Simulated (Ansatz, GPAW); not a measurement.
# butane-1,4-dithiol between two Ag chains: relaxation, then transmission at several levels, part 3 of 3

How well does butane-1,4-dithiol between two Ag chains conduct once its atoms have relaxed, and how much do cheaper levels lose?

GPAW 26.7.0 and Ansatz 0.2.0; Ansatz plane waves; relaxation of the junction with the lead ends held (the session's first sound run).

So far, transmission at the Fermi level (one spin): step 3 (plane-wave reference (PBE)) 0.00835; step 5 (single-zeta polarised basis, PBE, GPAW) 0.00590; step 6 (minimal basis, PBE, GPAW) 0.00480; step 7 (revPBE in the dzp basis: xc = "revPBE") 0.00767; step 8 (without the relaxation: geometry = "as built", PBE, GPAW) 2.5e-4. Also open channels of the lead at the Fermi level (one spin): 1 in steps 3, 4, 5 and 8.

## (11) Basis szp(dzp), grid spacing 0.22, potential alignment off

A smaller basis is cheaper in every inversion. The real-space grid carries density and potential; a coarse one breaks translation symmetry along the lead and scatters electrons that should pass. Without the shift, lead and junction are matched by their Fermi levels alone.

This step: GPAW LCAO, PAW setups; Landauer transmission from Green's functions with principal layers (ASE), zero bias (GPAW 26.7.0).

run.py

```python
import json
import numpy as np
from ase import Atoms
from ase.transport.calculators import TransportCalculator
from gpaw import GPAW, FermiDirac
from gpaw.lcao.tools import get_lcao_hamiltonian
from scipy.linalg import eigh

# The junction with lead layers at both ends, along the third cell vector
device = Atoms(
    ['Ag', 'Ag', 'Ag', 'Ag', 'Ag', 'Ag', 'Ag', 'S', 'H', 'C', 'H', 'H', 'C', 'H', 'H', 'C', 'H', 'H', 'C', 'H', 'S', 'Ag', 'Ag', 'Ag', 'Ag', 'Ag', 'Ag', 'Ag'],
    positions=[
        [5.50796, 4.69266, 1.33000],
        [5.50796, 4.69266, 3.99000],
        [5.50796, 4.69266, 6.65000],
        [5.50796, 4.69266, 9.31000],
        [5.50796, 4.69266, 11.97000],
        [4.07516, 4.56048, 14.19354],
        [5.57454, 4.44763, 16.41303],
        [5.92691, 3.59754, 18.57786],
        [6.02025, 5.73415, 19.73602],
        [5.44384, 4.80845, 19.87203],
        [6.76177, 3.93631, 21.34782],
        [4.37965, 5.05508, 19.74810],
        [5.69790, 4.20922, 21.26266],
        [5.12785, 3.27167, 21.35875],
        [5.88621, 6.10940, 22.30566],
        [5.31632, 5.17177, 22.40201],
        [6.63496, 4.32597, 23.91621],
        [4.25238, 5.44449, 22.31705],
        [5.57079, 4.57303, 23.79279],
        [4.99420, 3.64751, 23.92944],
        [5.08913, 5.78418, 25.08728],
        [5.44336, 4.93690, 27.25340],
        [6.94736, 4.81840, 29.46926],
        [5.50796, 4.69266, 31.68870],
        [5.50796, 4.69266, 34.34870],
        [5.50796, 4.69266, 37.00870],
        [5.50796, 4.69266, 39.66870],
        [5.50796, 4.69266, 42.32870]],
    cell=[[11.01591, 0.0, 0.0], [0.0, 9.38533, 0.0], [0.0, 0.0, 43.6587]],
    pbc=True)

# One principal layer of the lead: the first 4 atoms of the device
lead = Atoms(
    ['Ag', 'Ag', 'Ag', 'Ag'],
    positions=[
        [5.50796, 4.69266, 1.33000],
        [5.50796, 4.69266, 3.99000],
        [5.50796, 4.69266, 6.65000],
        [5.50796, 4.69266, 9.31000]],
    cell=[[11.01591, 0.0, 0.0], [0.0, 9.38533, 0.0], [0.0, 0.0, 10.64]],
    pbc=True)

settings = dict(mode='lcao', basis='szp(dzp)', xc='PBE', h=0.22,
                occupations=FermiDirac(0.1), maxiter=250,
                mixer=dict(beta=0.1, nmaxold=8, weight=100.0),
                convergence=dict(density=0.0001))
energies = np.arange(-2, 2 + 1e-9, 0.025)
eta = 0.0001
n1, n2 = 1, 1
# k and -k transmit alike, so half of the mesh across the current serves
mesh = [(i, j) for i in range(n1) for j in range(n2) if (i, j) <= (-i % n1, -j % n2)]
weights = np.array([1 if (i, j) == (-i % n1, -j % n2) else 2 for i, j in mesh]) / (n1 * n2)

# [... helper functions left out ...]
fermi_lead = ground_state(lead, (1, 1, 11), 'lead.txt')
fermi_device = ground_state(device, (1, 1, 2), 'device.txt')
# [... loop over the mesh left out, but for ...]
        # Lead and device are aligned by their Fermi levels alone
        shift = 0.0
# [...]
kT = 8.617333e-5 * 300
bias = [0.1, 0.2, 0.5, 1.0, 1.5, 2.0]
# [... integrals and printing left out ...]
```

Run with:

```console
$ OMP_NUM_THREADS=1 OPENBLAS_NUM_THREADS=1 python run.py
```

The job ended after 86 s (1 thread of Intel Xeon Platinum 8488C (Sapphire Rapids), shared host; peak memory 1.5 GiB).

Numbers from this step:

```yaml
conductance: 0.005891 G₀
largest_misfit_of_the_first_principal_layer: 0.2079 eV
shift_that_aligns_the_lead: 0 eV
basis_functions_of_the_junction: 296
basis_functions_of_a_principal_layer: 60
transmission_at_the_fermi_level_one_spin: 0.005905
```

One spin. Transmission, zone mean against energy, zero at the Fermi level:

| energy (eV) | transmission, zone mean |
| --- | --- |
| -2.000 | 3.9e-5 |
| -1.900 | 9.4e-6 |
| -1.800 | 1.8e-6 |
| -1.700 | 5.8e-9 |
| -1.600 | 1.6e-9 |
| -1.500 | 0 |
| -1.400 | 0 |
| -1.300 | 0 |
| -1.200 | 0 |
| -1.100 | 2.5e-9 |
| -1.000 | 0.0274 |
| -0.900 | 0.199 |
| -0.850 | 0.271 |
| -0.800 | 0.208 |
| -0.700 | 0.0691 |
| -0.600 | 0.0309 |
| -0.500 | 0.0182 |
| -0.400 | 0.0128 |
| -0.300 | 0.00147 |
| -0.200 | 2.8e-4 |
| -0.100 | 0.00703 |
| 0.000 | 0.00590 |
| 0.100 | 0.00475 |
| 0.200 | 0.00375 |
| 0.300 | 0.00297 |
| 0.400 | 0.00238 |
| 0.500 | 0.00196 |
| 0.600 | 0.00165 |
| 0.700 | 0.00143 |
| 0.800 | 0.00127 |
| 0.900 | 0.00115 |
| 1.000 | 0.00106 |
| 1.100 | 1.0e-3 |
| 1.200 | 9.6e-4 |
| 1.300 | 9.3e-4 |
| 1.400 | 9.2e-4 |
| 1.500 | 9.4e-4 |
| 1.600 | 9.9e-4 |
| 1.700 | 0.00109 |
| 1.800 | 0.00127 |
| 1.900 | 0.00161 |
| 2.000 | 0.00234 |

Crossings of the lead's bands, unfolded to its shortest repeat. Table of open channels, zone mean by energy, zero at the Fermi level:

energy (eV), open channels, zone mean and a bar:
```
   -2.000       3.00 ##############################
   -1.800       3.00 ##############################
   -1.600       1.00 ##########
   -1.400       0.00 
   -1.200       0.00 
   -1.000       1.00 ##########
   -0.800       1.00 ##########
   -0.600       1.00 ##########
   -0.400       1.00 ##########
   -0.200       1.00 ##########
    0.000       1.00 ##########
    0.200       1.00 ##########
    0.400       1.00 ##########
    0.600       1.00 ##########
    0.800       1.00 ##########
    1.000       1.00 ##########
    1.200       1.00 ##########
    1.400       1.00 ##########
    1.600       1.00 ##########
    1.800       1.00 ##########
    2.000       1.00 ##########
```

Not self-consistent under bias; the bias window is split evenly. The current through one cell, from the zero-bias transmission by bias:

| bias (V) | current through one cell, from the zero-bias transmission (μA) |
| --- | --- |
| 0.100 | 0.0456 |
| 0.200 | 0.0904 |
| 0.500 | 0.188 |
| 1.000 | 0.442 |
| 1.500 | 1.47 |
| 2.000 | 4.58 |

The transmission of the three most open eigenchannels by energy, zero at the Fermi level:

| energy (eV) | channel 1 | channel 2 | channel 3 |
| --- | --- | --- | --- |
| -2.000 | 3.8e-5 | 5.7e-7 | 1.7e-7 |
| -1.900 | 9.2e-6 | 8.4e-8 | 6.2e-8 |
| -1.800 | 1.8e-6 | 2.9e-8 | 6.1e-9 |
| -1.700 | 5.8e-9 | 0 | 0 |
| -1.600 | 1.6e-9 | 0 | 0 |
| -1.500 | 0 | 0 | 0 |
| -1.400 | 0 | 0 | 0 |
| -1.300 | 0 | 0 | 0 |
| -1.200 | 0 | 0 | 0 |
| -1.100 | 2.5e-9 | 0 | 0 |
| -1.000 | 0.0274 | 0 | 0 |
| -0.900 | 0.199 | 0 | 0 |
| -0.800 | 0.208 | 0 | 0 |
| -0.700 | 0.0691 | 0 | 0 |
| -0.600 | 0.0309 | 0 | 0 |
| -0.500 | 0.0182 | 0 | 0 |
| -0.400 | 0.0128 | 0 | 0 |
| -0.300 | 0.00147 | 0 | 0 |
| -0.200 | 2.8e-4 | 0 | 0 |
| -0.100 | 0.00703 | 0 | 0 |
| 0.000 | 0.00590 | 0 | 0 |
| 0.100 | 0.00475 | 0 | 0 |
| 0.200 | 0.00375 | 0 | 0 |
| 0.300 | 0.00297 | 0 | 0 |
| 0.400 | 0.00238 | 0 | 0 |
| 0.500 | 0.00196 | 0 | 0 |
| 0.600 | 0.00165 | 0 | 0 |
| 0.700 | 0.00143 | 0 | 0 |
| 0.800 | 0.00127 | 0 | 0 |
| 0.900 | 0.00115 | 0 | 0 |
| 1.000 | 0.00106 | 0 | 0 |
| 1.100 | 1.0e-3 | 0 | 0 |
| 1.200 | 9.6e-4 | 0 | 0 |
| 1.300 | 9.3e-4 | 0 | 0 |
| 1.400 | 9.2e-4 | 0 | 0 |
| 1.500 | 9.4e-4 | 0 | 0 |
| 1.600 | 9.9e-4 | 0 | 0 |
| 1.700 | 0.00109 | 0 | 0 |
| 1.800 | 0.00127 | 0 | 0 |
| 1.900 | 0.00161 | 0 | 0 |
| 2.000 | 0.00234 | 0 | 0 |

The conductance, 0.00589 G₀, lies 22 % below that of the dzp run.

## (12) Outcome

```json
{"conductance": "0.00751 G₀", "transmission at the Fermi level, mean of the spins": "0.00769", "open channels of the lead there": "1"}
```

**Reading.** In the dzp basis the junction conducts 0.00751 G₀ at 300 K, with T = 0.00769 a spin at the Fermi level; no smaller basis tried comes within 10 % of that conductance. Relaxation moved atoms by up to 2.1 Å and took the conductance from 0.00120 to 0.00751 G₀, as a ratio a larger change than the step from dzp to the minimal basis. Plane waves (PBE) give T = 0.00835 there. The junction is in the tunnelling regime at the Fermi level. Measured against the first run (pw-pbe), the nearest curve is that of dzp-revPBE (r.m.s. 0.035) and the farthest that of asbuilt (0.11). Over the compared runs wall time goes from 106 s (sz) to 2430 s (pw-pbe), on a shared host; the plane-wave run used 4 threads and the orbital runs 1. Moves of this size go well beyond a change of bond lengths: the free chain atoms or the scatterer took up a new arrangement, and the name in the title describes the start. The leads kept an estimated spacing and the cell its length, so the junction may be under some tension or compression. Semilocal functionals put molecular levels too near the Fermi level, so such conductances usually come out too high, and chain electrodes have a sharper density of states than real ones. An evenly spaced straight chain is an idealisation: free chains tend to dimerise, zigzag or, where a band edge lies near the Fermi level, turn magnetic. The currents use the zero-bias T(E) throughout, which holds only while the bias is small against the distance to the nearest feature. The thermopower isn't quoted: it samples T(E) farther from the Fermi level than the conductance does, and the energy grid wasn't tested for it.

[Logs are printed without paths, hosts, clocks, repeated set-up lines and the standing remarks that a program may print on its own settings, such as how far it seeks lower states.]

[Hosts, paths, dates, database ids (printed as entryN), source tags and the programs' standing remarks are cut or masked in the printed files.]
